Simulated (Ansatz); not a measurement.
# SiC: the cost of one run

Computed with Ansatz 0.2.0 (DFT PBE, scalar-relativistic, plane waves, PAW, unless a step's input says otherwise).

**1. Starting point**

Symmetry: F-43m, No. 216, cubic system. The conventional cell has a = 4.358 Å, b = 4.358 Å, c = 4.358 Å, α = 90.00°, β = 90.00°, γ = 90.00°. Si (site symmetry -43m) has 4 C at 1.89 Å as nearest neighbours. C (site symmetry -43m) is surrounded by 4 Si at 1.89 Å.

Structure file:

```xyz
54
Lattice="0.0000 6.5370 6.5370 6.5370 0.0000 6.5370 6.5370 6.5370 0.0000" Properties=species:S:1:pos:R:3 pbc="T T T"
Si    0.0000    0.0000    0.0000
Si    2.1790    2.1790    0.0000
Si    4.3580    4.3580    0.0000
Si    2.1790    0.0000    2.1790
Si    4.3580    2.1790    2.1790
Si    6.5370    4.3580    2.1790
Si    4.3580    0.0000    4.3580
Si    6.5370    2.1790    4.3580
Si    8.7160    4.3580    4.3580
Si    0.0000    2.1790    2.1790
Si    2.1790    4.3580    2.1790
Si    4.3580    6.5370    2.1790
Si    2.1790    2.1790    4.3580
Si    4.3580    4.3580    4.3580
Si    6.5370    6.5370    4.3580
Si    4.3580    2.1790    6.5370
Si    6.5370    4.3580    6.5370
Si    8.7160    6.5370    6.5370
Si    0.0000    4.3580    4.3580
Si    2.1790    6.5370    4.3580
Si    4.3580    8.7160    4.3580
Si    2.1790    4.3580    6.5370
Si    4.3580    6.5370    6.5370
Si    6.5370    8.7160    6.5370
Si    4.3580    4.3580    8.7160
Si    6.5370    6.5370    8.7160
Si    8.7160    8.7160    8.7160
C     1.0895    1.0895    1.0895
C     3.2685    3.2685    1.0895
C     5.4475    5.4475    1.0895
C     3.2685    1.0895    3.2685
C     5.4475    3.2685    3.2685
C     7.6265    5.4475    3.2685
C     5.4475    1.0895    5.4475
C     7.6265    3.2685    5.4475
C     9.8055    5.4475    5.4475
C     1.0895    3.2685    3.2685
C     3.2685    5.4475    3.2685
C     5.4475    7.6265    3.2685
C     3.2685    3.2685    5.4475
C     5.4475    5.4475    5.4475
C     7.6265    7.6265    5.4475
C     5.4475    3.2685    7.6265
C     7.6265    5.4475    7.6265
C     9.8055    7.6265    7.6265
C     1.0895    5.4475    5.4475
C     3.2685    7.6265    5.4475
C     5.4475    9.8055    5.4475
C     3.2685    5.4475    7.6265
C     5.4475    7.6265    7.6265
C     7.6265    9.8055    7.6265
C     5.4475    5.4475    9.8055
C     7.6265    7.6265    9.8055
C     9.8055    9.8055    9.8055
```

The runs take a perfect supercell of 54 atoms; the defect goes to fractional position (0.000, 0.000, 0.000).

**2. The perfect supercell**

The input, input.yaml:

```yaml
crystal:
  lattice:
    - [0.0, 6.537, 6.537]
    - [6.537, 0.0, 6.537]
    - [6.537, 6.537, 0.0]
  atoms:
    - { symbol: Si, position: [0.0, 0.0, 0.0] }
    - { symbol: Si, position: [0.0, 0.0, 0.333333] }
    - { symbol: Si, position: [0.0, 0.0, 0.666667] }
    - { symbol: Si, position: [0.0, 0.333333, 0.0] }
    - { symbol: Si, position: [0.0, 0.333333, 0.333333] }
    - { symbol: Si, position: [0.0, 0.333333, 0.666667] }
    - { symbol: Si, position: [0.0, 0.666667, 0.0] }
    - { symbol: Si, position: [0.0, 0.666667, 0.333333] }
    - { symbol: Si, position: [0.0, 0.666667, 0.666667] }
    - { symbol: Si, position: [0.333333, 0.0, 0.0] }
    - { symbol: Si, position: [0.333333, 0.0, 0.333333] }
    - { symbol: Si, position: [0.333333, 0.0, 0.666667] }
    - { symbol: Si, position: [0.333333, 0.333333, 0.0] }
    - { symbol: Si, position: [0.333333, 0.333333, 0.333333] }
    - { symbol: Si, position: [0.333333, 0.333333, 0.666667] }
    - { symbol: Si, position: [0.333333, 0.666667, 0.0] }
    - { symbol: Si, position: [0.333333, 0.666667, 0.333333] }
    - { symbol: Si, position: [0.333333, 0.666667, 0.666667] }
    - { symbol: Si, position: [0.666667, 0.0, 0.0] }
    - { symbol: Si, position: [0.666667, 0.0, 0.333333] }
    - { symbol: Si, position: [0.666667, 0.0, 0.666667] }
    - { symbol: Si, position: [0.666667, 0.333333, 0.0] }
    - { symbol: Si, position: [0.666667, 0.333333, 0.333333] }
    - { symbol: Si, position: [0.666667, 0.333333, 0.666667] }
    - { symbol: Si, position: [0.666667, 0.666667, 0.0] }
    - { symbol: Si, position: [0.666667, 0.666667, 0.333333] }
    - { symbol: Si, position: [0.666667, 0.666667, 0.666667] }
    - { symbol: C, position: [0.083333, 0.083333, 0.083333] }
    - { symbol: C, position: [0.083333, 0.083333, 0.416667] }
    - { symbol: C, position: [0.083333, 0.083333, 0.75] }
    - { symbol: C, position: [0.083333, 0.416667, 0.083333] }
    - { symbol: C, position: [0.083333, 0.416667, 0.416667] }
    - { symbol: C, position: [0.083333, 0.416667, 0.75] }
    - { symbol: C, position: [0.083333, 0.75, 0.083333] }
    - { symbol: C, position: [0.083333, 0.75, 0.416667] }
    - { symbol: C, position: [0.083333, 0.75, 0.75] }
    - { symbol: C, position: [0.416667, 0.083333, 0.083333] }
    - { symbol: C, position: [0.416667, 0.083333, 0.416667] }
    - { symbol: C, position: [0.416667, 0.083333, 0.75] }
    - { symbol: C, position: [0.416667, 0.416667, 0.083333] }
    - { symbol: C, position: [0.416667, 0.416667, 0.416667] }
    - { symbol: C, position: [0.416667, 0.416667, 0.75] }
    - { symbol: C, position: [0.416667, 0.75, 0.083333] }
    - { symbol: C, position: [0.416667, 0.75, 0.416667] }
    - { symbol: C, position: [0.416667, 0.75, 0.75] }
    - { symbol: C, position: [0.75, 0.083333, 0.083333] }
    - { symbol: C, position: [0.75, 0.083333, 0.416667] }
    - { symbol: C, position: [0.75, 0.083333, 0.75] }
    - { symbol: C, position: [0.75, 0.416667, 0.083333] }
    - { symbol: C, position: [0.75, 0.416667, 0.416667] }
    - { symbol: C, position: [0.75, 0.416667, 0.75] }
    - { symbol: C, position: [0.75, 0.75, 0.083333] }
    - { symbol: C, position: [0.75, 0.75, 0.416667] }
    - { symbol: C, position: [0.75, 0.75, 0.75] }
basis:
  ecutwfc: 420
  fft_grid_basis: typed
kpoints:
  mp_grid: { grid: [2, 2, 2] }
hamiltonian:
  xc: pbe
  pseudopotentials: { kind: paw }
scf:
  occupations: { method: gaussian, width: 0.05 }
output:
  forces: true
  stress: false
  eigenvalues: true
  bader: false
  write_density: true
  volumetric_format: npy
```

The run is started by

```sh
ansatz run input.yaml --threads 4 --pin off --max-ram 10240MiB --backend cpu --events-out ev --progress --plain --runs-dir out
```

**Question.** How long does this run take on 4 threads of AMD EPYC 7R43 (Zen 3), shared host, and how much memory does it need?

About 3.4 s, with a peak of 1.7 GiB.
